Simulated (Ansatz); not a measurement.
Task: band-curvature effective masses by finite differences of BN, space group R3m, with the Python package of Ansatz (0.2.0). Give the script and its output. Settings (first run): PBEsol, PAW, the default cutoff (420 eV here), 10×10×10 k-points, fixed occupations.

```
B N
1.0
     1.25112    0.72234    3.37293
    -1.25112    0.72234    3.37293
     0.00000   -1.44467    3.37293
B N
1 1
Direct
  0.99967 0.99967 0.99967
  0.33276 0.33276 0.33276
```

Script `bn_mass.py`:
```python
'''Band curvature masses of BN.'''

import warnings

import ansatz as az
import numpy as np
from pymatgen.core import Lattice, Structure
from pymatgen.io.ase import AseAtomsAdaptor

FUNCTIONAL = 'pbesol'
SMEARING = 'fixed'


def main() -> None:
    warnings.simplefilter('ignore', az.DeckWarning)

    pmg_structure = Structure(
        Lattice([[1.25112178, 0.7223355, 3.3729344], [-1.25112178, 0.7223355, 3.3729344], [0.0, -1.444671, 3.3729344]]),
        ['B', 'N'],
        [
            [0.9996712, 0.9996712, 0.9996712],
            [0.3327618, 0.3327618, 0.3327618],
        ],
    )
    bn = az.Crystal.from_ase(AseAtomsAdaptor.get_atoms(pmg_structure))

    calculation = bn.calculation().functional(FUNCTIONAL).kpoints(10).occupations(SMEARING)
    # step 1: where the edges lie on the mesh
    res = calculation.band_table().run(threads=1, pin='off')
    rep = res.report
    levels = np.array(rep['eigenvalues_ev'])
    filled = round(rep['n_electrons'] / 2)
    edges = {'top filled band': (filled - 1, levels[:, filled - 1].argmax()), 'lowest empty band': (filled, levels[:, filled].argmin())}
    gap = levels[:, filled].min() - levels[:, filled - 1].max()
    print(f'gap on the mesh {gap:.3f} eV')
    if gap <= 0.05:
        print('no gap: band-edge masses have no meaning here')
        edges = {}
    reciprocal = 2 * np.pi * np.linalg.inv(res.lattice.cell_ang).T
    step = 0.008  # 1/A

    # second differences give the curvature tensor; masses are hbar^2/m_e = 7.61996 eV A^2 over its eigenvalues
    pairs = [(0, 1), (0, 2), (1, 2)]
    moves = [sign * axis for axis in np.eye(3) for sign in (-1, 1)]
    moves += [s1 * np.eye(3)[i] + s2 * np.eye(3)[j] for i, j in pairs for s1 in (1, -1) for s2 in (1, -1)]
    for name, (band, index) in edges.items():
        together = int(np.sum(np.abs(levels[index] - levels[index, band]) < 2e-3))
        print(name, 'at k =', np.round(rep['kpoints_frac'][index], 4), f'E = {levels[index, band]:.4f} eV, degeneracy {together}')
        centre = np.array(rep['kpoints_frac'][index]) @ reciprocal
        points = [centre] + [centre + step * move for move in moves]
        table = calculation.band_structure(points, intervals=1, cartesian=True).run(threads=1, pin='off').band_structure().channels[0].eigenvalues_ev
        if together > 1:
            level = np.flatnonzero(np.abs(levels[index] - levels[index, band]) < 2e-3)
            along = (table[1, level] + table[2, level] - 2 * table[0, level]) / step ** 2
            print('  degenerate level, no single mass tensor; masses of its branches along x:', np.round(7.61996 / along, 3), 'm_e')
            continue
        e = table[:, band]
        hessian = np.diag((e[1:7:2] + e[2:7:2] - 2 * e[0]) / step ** 2)
        for (i, j), (pp, pm, mp, mm) in zip(pairs, e[7:].reshape(3, 4)):
            hessian[i, j] = hessian[j, i] = (pp - pm - mp + mm) / (4 * step ** 2)
        curvatures, axes = np.linalg.eigh(hessian)
        slope = (e[2:7:2] - e[1:7:2]) / (2 * step)
        print('  slope (eV A):', np.round(slope, 3) + 0.0, '' if np.abs(slope).max() < 0.05 else '- no extremum here, so these are local curvatures and no band-edge masses')
        for curvature, axis in zip(curvatures, axes.T):
            print(f'  principal mass {7.61996 / curvature:8.3f} m_e along', np.round(axis, 2) + 0.0)


if __name__ == '__main__':
    main()
```

`python bn_mass.py` gives:
```text
gap on the mesh 4.152 eV
top filled band at k = [ 0.   0.3 -0.3] E = 4.5187 eV, degeneracy 1
  slope (eV A): [-0.405  0.702  0.   ] - no extremum here, so these are local curvatures and no band-edge masses
  principal mass   -0.581 m_e along [-0.49  0.87  0.01]
  principal mass   -0.792 m_e along [0.81 0.45 0.36]
  principal mass   -6.133 m_e along [-0.31 -0.18  0.93]
lowest empty band at k = [ 0.  -0.5 -0.5] E = 8.6705 eV, degeneracy 1
  slope (eV A): [0. 0. 0.]
  principal mass    2.706 m_e along [-0.5   0.87  0.  ]
  principal mass    1.000 m_e along [-0.17 -0.1   0.98]
  principal mass    0.228 m_e along [-0.85 -0.49 -0.19]
```

Reading the output:
- Semilocal gaps usually lie well under measured ones.
- The structure comes from a database of computed cells and needn't be a stable or known phase.
- Gaps and levels are Kohn-Sham values on a finite set of k-points.
- The masses are finite-difference curvatures at extrema found on a coarse mesh, which needn't be the true band edges; a step that is long against the gap makes them too heavy. At a valence maximum the curvature is negative (the hole mass is its size); mixed signs mark a saddle. Spin-orbit coupling is left out, and light masses scale with the Kohn-Sham gap.
- Hardware and time: 8.8 s on 1 thread of Arm Neoverse V1, on a shared host, peak memory 0.41 GiB.
